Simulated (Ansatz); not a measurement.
# TiTe₂ in the CdI2-type structure

Level of theory: DFT, PBE, scalar-relativistic, no spin polarisation; plane waves to 420 eV with PAW datasets (Ansatz 0.2.0), 10×10×6 k-mesh, Gaussian smearing of 0.05 eV; PAW files: Ansatz's generated set soft_2.

```
Ti Te
1.0
     3.75711    0.00000    0.00000
    -1.87856    3.25375    0.00000
     0.00000    0.00000    7.05880
Ti Te
1 2
Cartesian
  0.0000 0.0000 0.0000
  0.0000 2.1692 1.7405
  1.8786 1.0846 5.3183
```

The Crystallography Open Database holds a cell of this formula and space group, from which this one stands far in volume, proportions or bonds. The database's entry of this formula in the relaxed cell's space group, P-3m1, has axes of 3.777 × 3.777 × 6.498 Å and 26.76 Å³/atom (1981), the relaxed one 3.757 × 3.757 × 7.059 Å and 28.76.

The run above is the reference. The same cell was run again with other input settings; several of them aren't fit for production, so the rows show the settings' effect and aren't properties of the material.

```tsv
keys changed	outcome	ΔE (meV/atom)	P (GPa)	gap on the mesh (eV)	cell moment (μB)	largest force component (eV/Å)	SCF iterations	rough core-seconds	new warnings
none (reference)	converged	0.0	0.0	metal	–	0.000	–	–	–
hamiltonian.hubbard: {"sites": [{"species": "Ti", "l": "d", "u_eff": 6.0}], "double_counting": "fll"}; basis.ecutwfc: 420 → "450 eV"	converged	–	5.9	0.04	–	0.234	12	15	filled band counts differ across k points
hamiltonian.xc: "pbe" → "r2scan"	converged	–	-0.2	metal	–	0.175	8	15	cutoff below recommended
scf.initial_density.chi_scale: 0.0	converged	0.0	0.0	metal	–	0.000	8	12	–
scf.initial_density.chi_scale: 0.3	converged	0.0	0.0	metal	–	0.000	12	12	–
```

These changes also left energy (to 0.1 meV/atom), pressure, gap, moment and forces as in the reference: crystal.symmetry: {"detect": false}; accuracy: "medium" | scf.mixing.algorithm: "broyden"; scf.mixing.beta: 0.05; scf.mixing.ndim: 4; scf.convergence.dr2_threshold: 1e-11.

ΔE is the energy with the smearing extrapolated to zero. It is left out where the change alters the Hamiltonian or the spin treatment. The varied runs start from atomic densities (corrected by the program's trained start where that serves), with the default search for lower states unless a row changes it.

What happens with these changes: scf.initial_density.chi_scale: 0.1; accuracy: "low"; hamiltonian.hubbard: {"sites": [{"species": "Ti", "l": "d", "u_eff": 1.0}], "double_counting": "fll"}?

outcome converged, P (GPa) 0.6, gap on the mesh (eV) metal, largest force component (eV/Å) 0.023, SCF iterations 11, rough core-seconds 13, new warnings filled band counts differ across k points.

Changing scf.initial_density.chi_scale only steers the path to self-consistency, so the energy stays within 0.5 meV/atom.

Of the reference: No spin–orbit coupling, a notable omission for heavy elements. The structure is built of weakly bound layers, and this functional has no dispersion term, so their spacing and all that hangs on it (volume, the soft elastic constants, low modes, dielectric constants) are poorly given.
